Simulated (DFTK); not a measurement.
Fe in DFTK: the effect of pseudo set

The system is Fe.

```
Fe
1.0
    -1.44300    1.44300    1.44300
     1.44300   -1.44300    1.44300
     1.44300    1.44300   -1.44300
Fe
1
Cartesian
  0.0000 0.0000 0.0000
```

Alike in all runs:

| Item | Value |
| --- | --- |
| Program | DFTK 0.8.2 |
| Task | single point |
| Functional | PBE |
| k mesh | 13 × 13 × 13 |
| Occupations | fermi-dirac, width 0.05 eV |
| Spin | collinear spin, ferromagnetic start |
| Starting moments | [3.0] μB |

```csv
pseudo set,cutoff,pressure (GPa),moment (μB)
dojo.nc.sr.pbe.v0_4_1.standard.upf (PBE),1225 eV,-5.0,2.46
dojo.nc.sr.pbe.v0_5.standard.upf (PBE),1225 eV,-5.0,2.46
dojo.nc.sr.pbe.v0_5.stringent.upf (PBE),1605 eV,?,?
SG15 1.2 (PBE),1225 eV,-5.7,2.41
SPMS 1.0 (PBE),1225 eV,-5.8,2.40
"in-house norm-conserving set (PBE, scalar relativistic)",1225 eV,-9.7,2.26
```

Q: What does the run with pseudo set dojo.nc.sr.pbe.v0_5.stringent.upf (PBE) give?

A: Pressure -7.9 GPa; moment 2.35 μB.
